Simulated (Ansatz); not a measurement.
Crystal: Mg.

```
Mg
1.0
     3.20930    0.00000    0.00000
    -1.60465    2.77934    0.00000
     0.00000    0.00000    5.21030
Mg
2
Cartesian
  1.6123 0.9410 3.9302
  -0.0125 1.8927 1.2669
```

The cell isn't the ideal one: atoms moved at random, drawn with an rms of 0.05 Å.

Below is the output of Ansatz 0.2.0 for this cell. Logs are shortened: lines on timing, memory, paths and dates and some standing lists are left out, and cuts for length are marked.

```text
Warning: RAYON_NUM_THREADS=1 ignored (pool sized by the plan → 1); use --threads N
Mg: projections on atomic orbitals take those of the free atom 1s2 2s2 2p6 3s2, of charge +0.00 (hamiltonian.pseudopotentials.projection_atoms)
LAPW: plane waves up to 5.387 Å⁻¹, error target 1.0e-3 eV per atom; small_component_spin mean_spin; Mg in spheres of 1.567 Å, 10 of its electrons in bands, Dirac shells [] (how accurate: hamiltonian.pseudopotentials.lapw.basis_error, Limitations)
Engine: ansatz 0.2.0, x86_64-unknown-linux-gnu
Pseudopotentials: kind: all_electron
Pseudopotential: Mg, LAPW, valence charge 10, lapw/all_electron/scalar/gaussian/Mg, Koelling and Harmon's equation, gaussian nucleus
Functional definition: PBE
  parameter kappa = 0.804
  parameter beta = 0.06672455060314922
  exchange = pbe_x(kappa = kappa, mu = beta*pi^2/3)
  correlation = pbe_c(beta = beta)
Crystal: 2 atoms, lattice volume = 46.474 Å³
Basis set: ecut = 110.57590322759809 eV, 135 PW (Γ), exchange–correlation at level 2
Bands: 14, of which v1, the nominal top of the filled ones, is band 10 counted from 1 (9 counted from 0)
Symmetry: 2 space group operations
Space group: P-1 (ITA 2), of the structure as read, at distance tolerance 3.6e-5 Å
k-points: 252 of 500
Non-local potential: Mg, projectors of the file, none
Initial density: superposition of atomic densities (chi_scale 0.1, normalization cell)
Initial wavefunctions: plane waves of lowest kinetic energy (no species holds an atomic orbital)
Functional: x = pbe(κ = 0.804, μ = 0.2195149727645171), c = pbe(β = 0.06672455060314922)
iter 1 solved again at ethr=1.43e-4 eV; its pass at ethr=1.00e-1 eV (dr2=2.86e-2 eV) is discarded
SCF iter   1: F=—  HF=-10902.778037 eV  |F-HF|=—  |Δ(HF+E_count)|=         —  Δρ=8.12e-3  dr2=2.87e-2  ethr=1.43e-4  ⟨swp⟩=3.1  Hψ=26483  notcnv=0
preconditioner: auto → none  [metal: Δε(μ)=0.067 eV  Ē_g=6.864 eV  σ=0.050 eV  W_gap=0.32  n_scr=8 (ndim 8)  ℏωp=10.9 eV  f_vac=0.000  D(μ)=1.55/eV (n_scr^D=10)  sad-step TF]
SCF iter   2: F=—  HF=-10902.767031 eV  |F-HF|=—  |Δ(HF+E_count)|=   1.10e-2  Δρ=5.32e-3  dr2=1.39e-2  ethr=1.43e-4  ⟨swp⟩=2.0  Hψ=9797  notcnv=0
iter 3 solved again at ethr=4.49e-6 eV; its pass at ethr=6.96e-5 eV (dr2=8.97e-4 eV) is discarded
SCF iter   3: F=—  HF=-10902.763947 eV  |F-HF|=—  |Δ(HF+E_count)|=   3.08e-3  Δρ=8.46e-4  dr2=8.98e-4  ethr=4.49e-6  ⟨swp⟩=2.0  Hψ=17189  notcnv=0
SCF iter   4: F=—  HF=-10902.763930 eV  |F-HF|=—  |Δ(HF+E_count)|=   1.76e-5  Δρ=5.04e-4  dr2=6.08e-4  ethr=4.49e-6  ⟨swp⟩=2.9  Hψ=10276  notcnv=0
SCF iter   5: F=—  HF=-10902.763773 eV  |F-HF|=—  |Δ(HF+E_count)|=   1.56e-4  Δρ=7.76e-5  dr2=6.26e-6  ethr=3.04e-6  ⟨swp⟩=2.2  Hψ=9851  notcnv=0
SCF iter   6: F=—  HF=-10902.763773 eV  |F-HF|=—  |Δ(HF+E_count)|=   4.50e-7  Δρ=1.20e-5  dr2=1.04e-7  ethr=3.13e-8  ⟨swp⟩=2.7  Hψ=10107  notcnv=0
SCF iter   7: F=-10902.763773 eV  HF=-10902.763773 eV  |F-HF|=8.55e-10  |Δ(HF+E_count)|=   4.81e-8  Δρ=1.28e-6  dr2=7.08e-10  ethr=5.18e-10  ⟨swp⟩=2.7  Hψ=10015  notcnv=0
SCF 1 converged in 7 iterations: F = -10902.763773 eV  dr2 = 7.08e-10
SCF converged after 7 iterations
Free energy (F): -10902.763773 eV
Harris-Foulkes:  -10902.763773 eV  (|F-HF|=8.55e-10)
Internal energy: -10902.751753 eV  (E = F + TS)
E sigma→0 (E₀):  -10902.757763 eV
Entropy (-TS):   -0.012020 eV (-6.010 meV/atom)
Fermi energy:    5.324155 eV
--- Per-component energies (eV) ---
  E_band       = -722.241069
  E_kinetic    = 10917.209734
  E_xc         = -895.031558
  E_electrostatic = -20924.929930  (all electrons and nuclei)
  E_smearing   = -0.012020  (= −TS)
  E_closure    = 0.000000  (closes the sum)
  E_atoms      = -10899.778860  (free atoms, spherical and without spin; not in F)
  Σ components = -10902.763773   (vs F -10902.763773, Δ=0.00e0)
  Basis errors (estimates in eV, not in F): energy 2.7e-4 per atom: plane waves 2.5e-4 (1.3e-4 summed), levels above the bands 1.7e-45, relativity 1.6e-8, radial functions 1.4e-5, core shells 5.9e-12; eigenvalues (radial functions only) 4.5e-6; not estimated: angular momenta, meshes, grids; target (lapw.basis_error) 1.0e-3; muffin-tin radii Mg 1.567 Å
--- Forces (eV/Å), atoms counted from 1 ---
  atom   1  Mg    -0.01283072     0.01710439    -0.15480224
  atom   2  Mg     0.01283072    -0.01710439     0.15480224
  max |Σ_I F_I| component: 0.00e0 eV/Å
--- Stress (GPa, compression-positive) ---
       -0.804833       0.054509       0.013752
        0.054509      -0.671424      -0.018372
        0.013752      -0.018372       0.464688
  P = ⅓ Tr σ = -0.3372 GPa (-3.372 kbar)
--- Band table (eV; the first three rows and the last of 252) ---
  k-point 0: bands = ["-70.7215", "-70.7187", "-37.4924", "-37.4667", "-37.4664", "-37.4623", "-37.4613", "-37.4611", "-1.5836", "3.6435", "4.0534", "16.1573", "16.1621", "16.2447"]
  k-point 1: bands = ["-70.7212", "-70.7189", "-37.4895", "-37.4663", "-37.4660", "-37.4640", "-37.4627", "-37.4618", "-1.3613", "1.9188", "6.1638", "15.0342", "16.3327", "16.3344"]
  k-point 2: bands = ["-70.7206", "-70.7196", "-37.4821", "-37.4715", "-37.4653", "-37.4648", "-37.4637", "-37.4629", "-0.7006", "0.4103", "8.8298", "11.8324", "16.7630", "16.7725"]
  k-point 251: bands = ["-70.7185", "-70.7181", "-37.4916", "-37.4898", "-37.4720", "-37.4709", "-37.4686", "-37.4681", "3.9553", "3.9734", "5.1838", "5.2142", "12.5623", "12.8438"]
--- Löwdin populations: 2 sites ---
  site symbol       q [e]
     0     Mg     11.4586
     1     Mg     11.4586
  spilling = 0.045114 (of n_electrons = 24.000000)
```

Task: Write the input and the command behind it.

Result: Single point with PBE, no spin polarisation. The files as run (others can give the same):

input.yaml
```yaml
crystal:
  lattice:
    - [3.2093, 0.0, 0.0]
    - [-1.60465, 2.7793353284, 0.0]
    - [0.0, 0.0, 5.2103]
  atoms:
    - { symbol: Mg, position: [0.671671, 0.338581, 0.754315] }
    - { symbol: Mg, position: [0.33659, 0.680996, 0.24316] }
kpoints:
  mp_grid: { grid: [10, 10, 5] }
scf:
  occupations: { method: fermi_dirac, width: 0.05 }
hamiltonian:
  xc: pbe
  pseudopotentials: { kind: all_electron, lapw: { basis_error: 0.001 } }
output:
  forces: true
  stress: true
  eigenvalues: true
  populations: true
```

Potentials or basis: all-electron LAPW, scalar-relativistic.
Run with:
```sh
$ ansatz run input.yaml --threads 1 --pin off --max-ram 2560MiB --backend cpu --events-out ev --progress --plain --runs-dir out
```
